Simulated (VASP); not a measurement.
# CdSe (P6_3mc) in VASP: settings compared

The runs below take CdSe through single point, relaxation of cell and atoms, with BLYP+D4, PBE, BLYP+D3(BJ).

All numbers are computed with VASP 6.6.1; they aren't measurements. Logs are shortened: lines on timing, memory, paths and dates and some standing lists are left out, and cuts for length are marked.

**Experimental background.**

From a printed reference work, data compilation, for a bulk crystal of CdSe at 2 K: band gap 1.841 eV.

The runs below are set against these values where they give the same quantity.

## (1) The cell of the first run

The structure is hexagonal, space group P6_3mc (No. 186). The conventional cell has a = 4.343 Å, b = 4.343 Å, c = 7.119 Å, α = 90.00°, β = 90.00°, γ = 120.00°. Within 3.5 Å of Cd (site symmetry 3m) lie 4 Se at 2.66 to 2.67 Å. Se (site symmetry 3m) has 4 Cd at 2.66 to 2.67 Å within 3.5 Å.

## (2) Single point, BLYP+D4

INCAR reads:

```
PREC = Accurate
ENCUT = 520
EDIFF = 1E-6
ISMEAR = -1
SIGMA = 0.05
LREAL = F
LASPH = T
NELM = 100
ALGO = Normal
ISIF = 2
LWAVE = F
LCHARG = F
GGA = B5
ALDAX = 1.0
AGGAX = 1.0
AGGAC = 1.0
ALDAC = 0.0
IVDW = 13
VDW_S6 = 1.0
VDW_S8 = 2.34076671
VDW_A1 = 0.44488865
VDW_A2 = 4.0933009
NBANDS = 26
```

KPOINTS reads:

```
Automatic mesh
0
Gamma
  7 7 4
```

POSCAR reads:

```
CdSe
1.0
    4.3434312517      0.0000000000      0.0000000000
   -2.1717156258      3.7615218035      0.0000000000
    0.0000000000      0.0000000000      7.1194695323
Cd Se
2 2
Direct
    0.6666666667      0.3333333333      0.5052792504
    0.3333333333      0.6666666667      0.0052792504
    0.6666666667      0.3333333333      0.8797207496
    0.3333333333      0.6666666667      0.3797207496
```

Potentials or basis: VASP PAW PBE potentials, release 64 (Cd, Se).

Started as:

```sh
$ cat potpaw_PBE.64/Cd/POTCAR potpaw_PBE.64/Se/POTCAR > POTCAR
$ mpirun -np 1 vasp_std > vasp.out
```

OUTCAR:

```text
PREC = Accurate
   ENCUT = 520
   EDIFF = 1E-6
   ISMEAR = -1
   LREAL = F
   LASPH = T
   NELM = 100
   ISIF = 2
   GGA = B5
   IVDW = 13

 ion  position               nearest neighbor table
   1  0.667  0.333  0.505-   4 2.66   4 2.66   4 2.66   3 2.67
   2  0.333  0.667  0.005-   3 2.66   3 2.66   3 2.66   4 2.67
   3  0.667  0.333  0.880-   2 2.66   2 2.66   2 2.66   1 2.67
   4  0.333  0.667  0.380-   1 2.66   1 2.66   1 2.66   2 2.67

  LATTYP: Found a hexagonal cell.
 ALAT       =     4.3434312517
 C/A-ratio  =     1.6391348498

  Lattice vectors:

 A1 = (   4.3434312517,   0.0000000000,   0.0000000000)
 A2 = (  -2.1717156258,   3.7615218035,   0.0000000000)
 A3 = (   0.0000000000,   0.0000000000,   7.1194695323)

Analysis of symmetry for initial positions (statically):
=====================================================================
 Subroutine PRICEL returns:
 Original cell was already a primitive cell.

 Routine SETGRP: Setting up the symmetry group for a
 hexagonal supercell.

 Subroutine GETGRP returns: Found 12 space group operations
 (whereof  6 operations were pure point group operations)
 out of a pool of 24 trial point group operations.

The static configuration has the point symmetry C_3v.
 The point group associated with its full space group is C_6v.

Analysis of symmetry for dynamics (positions and initial velocities):
=====================================================================
 Subroutine PRICEL returns:
 Original cell was already a primitive cell.

 Routine SETGRP: Setting up the symmetry group for a
 hexagonal supercell.

 Subroutine GETGRP returns: Found 12 space group operations
 (whereof  6 operations were pure point group operations)
 out of a pool of 24 trial point group operations.

The dynamic configuration has the point symmetry C_3v.
 The point group associated with its full space group is C_6v.

 Subroutine INISYM returns: Found 12 space group operations
 (whereof  6 operations are pure point group operations),
 and found     1 'primitive' translations

----------------------------------------------------------------------------------------

                                     Primitive cell

  volume of cell :     116.3173

  direct lattice vectors                    reciprocal lattice vectors
     4.343431252  0.000000000  0.000000000     0.230232722  0.132924924  0.000000000
    -2.171715626  3.761521803  0.000000000     0.000000000  0.265849848  0.000000000
     0.000000000  0.000000000  7.119469532     0.000000000  0.000000000  0.140459903

  length of vectors
[... 86 lines left out ...]
   LREAL  =      F    real-space projection
   EDIFFG = 0.1E-04   stopping-criterion for IOM
   NSW    =      0    number of steps for IOM
   IBRION =     -1    ionic relax: 0-MD 1-quasi-New 2-CG
   NFREE  =      0    steps in history (QN), initial steepest desc. (CG)
   ISIF   =      2    stress and relaxation
   ISYM   =      2    0-nonsym 1-usesym 2-fastsym
   POTIM  = 0.5000    time-step for ionic-motion
   TEBEG  =    0.0;   TEEND  =   0.0 temperature during run
   PSTRESS=    0.0 pullay stress
   NELECT =      36.0000    total number of electrons
   NUPDOWN=      -1.0000    fix difference up-down
   EMIN   =  10.00;   EMAX   =-10.00  energy-range for DOS
   EFERMI =   0.00;   METHOD = LEGACY
   ISMEAR =    -1;   SIGMA  =   0.05  broadening in eV -4-tet -1-fermi 0-gaus
   EFERMI_NEDOS =   21; number of points for ismear=-14 and -15
   IALGO  =     38    algorithm
   IMIX   =      4    mixing-type and parameters
     AMIX     =   0.40;   BMIX     =  1.00
     AMIX_MAG =   1.60;   BMIX_MAG =  1.00
  volume/ion in A,a.u.               =      29.08       196.24
  Fermi-wavevector in a.u.,A,eV,Ry     =   1.107374  2.092633 16.684510  1.226277
  Thomas-Fermi vector in A             =   2.243887
   LORBIT       =      0    0 simple, 1 ext, 2 COOP (PROOUT), +10 PAW based schemes
   GGA     = B5    functional components
   LHFCALC =     F    Hartree Fock is set to
   AEXX    =    0.0000 exact exchange contribution
   IVDW    =    13    specifies the selected vdW correction
   LEPSILON=     F    determine dielectric tensor
   LRPA    =     F    only Hartree local field effects (RPA)
 non-spin polarized calculation
  energy-cutoff  :      520.00
  volume of cell :      116.32
 maximum number of plane-waves:      3148
   NGX = 17   NGY = 17   NGZ = 27

 number of electron      35.9999987 magnetization

 Free energy of the ion-electron system (eV)
  ---------------------------------------------------
  ext. energy  EPLUGINS =         0.00000000
  ---------------------------------------------------
  free energy    TOTEN  =        -8.98335755 eV

  energy without entropy =       -8.98329714  energy(sigma->0) =       -8.98332734

 E-fermi :   1.3810     XC(G=0):  -8.2525

 val. band max:        1.0845868454   @ k =   0.0000   0.0000   0.0000
 cond. band min:       1.6179319747   @ k =   0.0000   0.0000   0.0000
 fundamental gap:      0.5333451293
 Fermi energy:         1.3810090486

 k-point     1 :       0.0000    0.0000    0.0000
  band No.  band energies     occupation
      1     -11.3637      2.00000
      2     -11.0251      2.00000
      3      -6.8048      2.00000
      4      -6.7946      2.00000
      5      -6.7946      2.00000
      6      -6.7327      2.00000
[... 685 lines left out ...]
     25       9.1513      0.00000
     26       9.1513      0.00000

------------------------ aborting loop because EDIFF is reached ----------------------------------------

  DFT-D4 for vdW energy calculation

  Edisp (eV):   -2.33383

  FORCE on cell =-STRESS in cart. coord.  units (eV):
  Direction    XX          YY          ZZ          XY          YZ          ZX
  --------------------------------------------------------------------------------------
  -------------------------------------------------------------------------------------
  Total       0.27641     0.27641     0.28217     0.00000     0.00000    -0.00000
  in kB       3.80732     3.80732     3.88661     0.00000     0.00000    -0.00000
  external pressure =        3.83 kB  Pullay stress =        0.00 kB

 VOLUME and BASIS-vectors are now :
 -----------------------------------------------------------------------------
  energy-cutoff  :      520.00
  volume of cell :      116.32
      direct lattice vectors                 reciprocal lattice vectors
     4.343431252  0.000000000  0.000000000     0.230232722  0.132924924  0.000000000
    -2.171715626  3.761521803  0.000000000     0.000000000  0.265849848  0.000000000
     0.000000000  0.000000000  7.119469532     0.000000000  0.000000000  0.140459903

 POSITION                                       TOTAL-FORCE (eV/Angst)
 -----------------------------------------------------------------------------------
      2.17172      1.25384      3.59732         0.000000      0.000000      0.002768
     -0.00000      2.50768      0.03759        -0.000000     -0.000000      0.002768
      2.17172      1.25384      6.26315         0.000000     -0.000000     -0.002768
     -0.00000      2.50768      2.70341        -0.000000     -0.000000     -0.002768
 -----------------------------------------------------------------------------------
    total drift:                               -0.000000     -0.000000     -0.000216

  FREE ENERGIE OF THE ION-ELECTRON SYSTEM (eV)
  ---------------------------------------------------
  free  energy   TOTEN  =       -11.3171883863 eV

  energy  without entropy=      -11.3171279703  energy(sigma->0) =      -11.31715818
```

stdout:

```text
POSCAR found type information on POSCAR CdSe
 POSCAR found :  2 types and       4 ions
 scaLAPACK will be used
 -----------------------------------------------------------------------------
|                                                                             |
|                                                                             |
|     You enforced a specific xc type in the INCAR file but a different       |
|     I HOPE YOU KNOW WHAT YOU ARE DOING!                                     |
|                                                                             |
 -----------------------------------------------------------------------------

 LDA part: xc-table for (Slater(with rela. corr.)+VWN5), standard interpolation
 POSCAR, INCAR and KPOINTS ok, starting setup
 FFT: planning ... GRIDC
 FFT: planning ... GRID_SOFT
 FFT: planning ... GRID
 WAVECAR not read
 entering main loop
```

Wall time 45 s (1 thread of Intel Xeon 6975P-C (Granite Rapids), shared host); peak memory 0.25 GiB.

Results:

| Quantity | Value |
| --- | --- |
| Free energy | -11.3172 eV |
| Pressure | 0.4 GPa |
| Band gap on the k mesh | 0.53 eV |
| Dispersion energy per atom | -0.583 eV |

Forces in eV/Å, atoms in the order of the input:
```
Cd   0.000  0.000  0.003
Cd   0.000  0.000  0.003
Se   0.000  0.000 -0.003
Se   0.000  0.000 -0.003
```

Levels at points of the mesh, in eV from the valence-band top:
| k point | band 16 | band 17 | band 18 | band 19 | band 20 | band 21 |
| --- | --- | --- | --- | --- | --- | --- |
| (0.00, 0.00, 0.00) | -0.07 | 0.00 | 0.00 | 0.53 | 2.17 | 5.87 |
| (0.00, 0.00, 0.50) | -0.37 | -0.37 | -0.37 | 2.27 | 2.27 | 5.83 |

Caveat: semilocal functionals underestimate gaps, and a narrow one can read as zero; the PAW data sets were made with another functional, which shifts forces and pressure a little.

## (3) Single point, PBE

This run uses another cell than the first one, of 29.76 Å³/atom.

INCAR reads:

```
PREC = Accurate
ENCUT = 520
EDIFF = 1E-6
ISMEAR = -1
SIGMA = 0.05
LREAL = F
LASPH = T
NELM = 60
ALGO = Normal
ISIF = 2
LWAVE = F
LCHARG = F
GGA = PE
NBANDS = 26
```

KPOINTS is that of step 2.

POSCAR reads:

```
CdSe
1.0
    4.3828237052      0.0000000000      0.0000000000
   -2.1914118526      3.7956366690      0.0000000000
    0.0000000000      0.0000000000      7.1548479490
Cd Se
2 2
Direct
    0.6666666667      0.3333333333      0.5045996688
    0.3333333333      0.6666666667      0.0045996688
    0.6666666667      0.3333333333      0.8804003312
    0.3333333333      0.6666666667      0.3804003312
```

Potentials or basis: VASP PAW PBE potentials, release 64 (Cd, Se).

Started as:

```sh
$ cat potpaw_PBE.64/Cd/POTCAR potpaw_PBE.64/Se/POTCAR > POTCAR
$ mpirun -np 1 vasp_std > vasp.out
```

OUTCAR:

```text
PREC = Accurate
   ENCUT = 520
   EDIFF = 1E-6
   ISMEAR = -1
   LREAL = F
   LASPH = T
   NELM = 60
   ISIF = 2
   GGA = PE

 ion  position               nearest neighbor table
   1  0.667  0.333  0.505-   4 2.68   4 2.68   4 2.68   3 2.69
   2  0.333  0.667  0.005-   3 2.68   3 2.68   3 2.68   4 2.69
   3  0.667  0.333  0.880-   2 2.68   2 2.68   2 2.68   1 2.69
   4  0.333  0.667  0.380-   1 2.68   1 2.68   1 2.68   2 2.69

  LATTYP: Found a hexagonal cell.
 ALAT       =     4.3828237052
 C/A-ratio  =     1.6324745028

  Lattice vectors:

 A1 = (   4.3828237052,   0.0000000000,   0.0000000000)
 A2 = (  -2.1914118526,   3.7956366690,   0.0000000000)
 A3 = (   0.0000000000,   0.0000000000,   7.1548479490)

Analysis of symmetry for initial positions (statically):
=====================================================================
 Subroutine PRICEL returns:
 Original cell was already a primitive cell.

[... 170 lines left out ...]
  free energy    TOTEN  =       -10.99345775 eV

  energy without entropy =      -10.99339834  energy(sigma->0) =      -10.99342804

 E-fermi :   0.8191     XC(G=0):  -8.6259

 val. band max:        0.5166806884   @ k =   0.0000   0.0000   0.0000
 cond. band min:       1.0574767889   @ k =   0.0000   0.0000   0.0000
 fundamental gap:      0.5407961005
 Fermi energy:         0.8190888987

 k-point     1 :       0.0000    0.0000    0.0000
  band No.  band energies     occupation
      1     -11.7840      2.00000
      2     -11.4550      2.00000
      3      -7.2407      2.00000
      4      -7.2358      2.00000
      5      -7.2358      2.00000
      6      -7.1782      2.00000
[... 685 lines left out ...]
     25       8.4924      0.00000
     26       8.4924      0.00000

------------------------ aborting loop because EDIFF is reached ----------------------------------------

  FORCE on cell =-STRESS in cart. coord.  units (eV):
  Direction    XX          YY          ZZ          XY          YZ          ZX
  --------------------------------------------------------------------------------------
  -------------------------------------------------------------------------------------
  Total        0.1879332      0.1879332      0.1721493      0.0000000      0.0000000      0.0000000
  in kB        2.5297345      2.5297345      2.3172705      0.0000000      0.0000000      0.0000000
  external PRESSURE =       2.4589132 kB  Pullay stress =       0.0000000 kB

 VOLUME and BASIS-vectors are now :
 -----------------------------------------------------------------------------
  energy-cutoff  :      520.00
  volume of cell :      119.03
      direct lattice vectors                 reciprocal lattice vectors
     4.382823705  0.000000000  0.000000000     0.228163410  0.131730206  0.000000000
    -2.191411853  3.795636669  0.000000000     0.000000000  0.263460412  0.000000000
     0.000000000  0.000000000  7.154847949     0.000000000  0.000000000  0.139765374

 POSITION                                       TOTAL-FORCE (eV/Angst)
 -----------------------------------------------------------------------------------
      2.19141      1.26521      3.61033         0.000000     -0.000000      0.003043
     -0.00000      2.53042      0.03291        -0.000000      0.000000      0.003043
      2.19141      1.26521      6.29913        -0.000000     -0.000000     -0.003043
     -0.00000      2.53042      2.72171         0.000000      0.000000     -0.003043
 -----------------------------------------------------------------------------------
    total drift:                               -0.000000     -0.000000      0.000456

  FREE ENERGIE OF THE ION-ELECTRON SYSTEM (eV)
  ---------------------------------------------------
  free  energy   TOTEN  =       -10.9934577534 eV

  energy  without entropy=      -10.9933983356  energy(sigma->0) =      -10.99342804
```

stdout:

```text
POSCAR found type information on POSCAR CdSe
 POSCAR found :  2 types and       4 ions
 scaLAPACK will be used
 LDA part: xc-table for (Slater+PW92), standard interpolation
 POSCAR, INCAR and KPOINTS ok, starting setup
 FFT: planning ... GRIDC
 FFT: planning ... GRID_SOFT
 FFT: planning ... GRID
 WAVECAR not read
 entering main loop
```

Run time: 37 s. Hardware: 1 thread of Intel Xeon 6975P-C (Granite Rapids), shared host; peak memory 0.27 GiB.

What came out:

- Free energy: -10.9935 eV
- Pressure: 0.2 GPa
- Largest force: 0.003 eV/Å
- Band gap on the k mesh: 0.54 eV

Forces on the atoms (eV/Å):
```
Cd   0.000  0.000  0.003
Cd   0.000  0.000  0.003
Se   0.000  0.000 -0.003
Se   0.000  0.000 -0.003
```

Caveat: semilocal functionals underestimate gaps, and a narrow one can read as zero.

[end of part 1 of 2]
